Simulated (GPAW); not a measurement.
# CoO: single point with LDA+U

The system is CoO.

```xyz
2
Lattice="-1.5080 1.5080 2.1073 1.5080 -1.5080 2.1073 1.5080 1.5080 -2.1073" Properties=species:S:1:pos:R:3 pbc="T T T"
Co    0.0000    0.0000    0.0000
O     0.0000    0.0000    2.1073
```

```yaml
Program: GPAW 26.7.0
Task: single point
Functional: LDA
Potentials_or_basis: the program's PAW data sets (release 1.2.1) made for this functional
Cutoff: 800 eV
Basis: pw
k_mesh: 9 × 9 × 9
Occupations: gaussian, width 0.05 eV
Spin: collinear spin, random start
Starting_moments: "[-1.42, 0.0] μB"
Hubbard_terms: Co d U = 7 eV
```

The pressure is -11.3 GPa. The band gap on the k mesh is none (metal or under the smearing width) and the net moment is -3.00 μB per cell. The site moments are Co -2.78; O -0.14 μB.

Stress tensor (GPa, compression positive):
```
 -8.97   0.00   0.00
  0.00  -8.97   0.00
  0.00   0.00 -15.99
```

Levels at points of the mesh, in eV from the Fermi level:
Spin up:
```csv
k point,band 3,band 4,band 5,band 6,band 7,band 8,band 9,band 10
"(0.00, 0.00, 0.00)",-2.83,-2.72,-2.72,-1.12,-1.12,1.20,2.31,2.81
```
Spin down:
| k point | band 7 | band 8 | band 9 | band 10 | band 11 | band 12 |
| --- | --- | --- | --- | --- | --- | --- |
| (0.00, 0.00, 0.00) | -3.20 | -3.07 | -3.07 | 0.76 | 16.40 | 16.69 |

It took 46 s on 1 thread of Arm Neoverse V1, with other jobs on the host, peak memory 0.19 GiB.

Caveat: a cell with one magnetic atom can't hold antiferromagnetic order, which such compounds often take. The state reached can hang on the start; a lower one may exist.
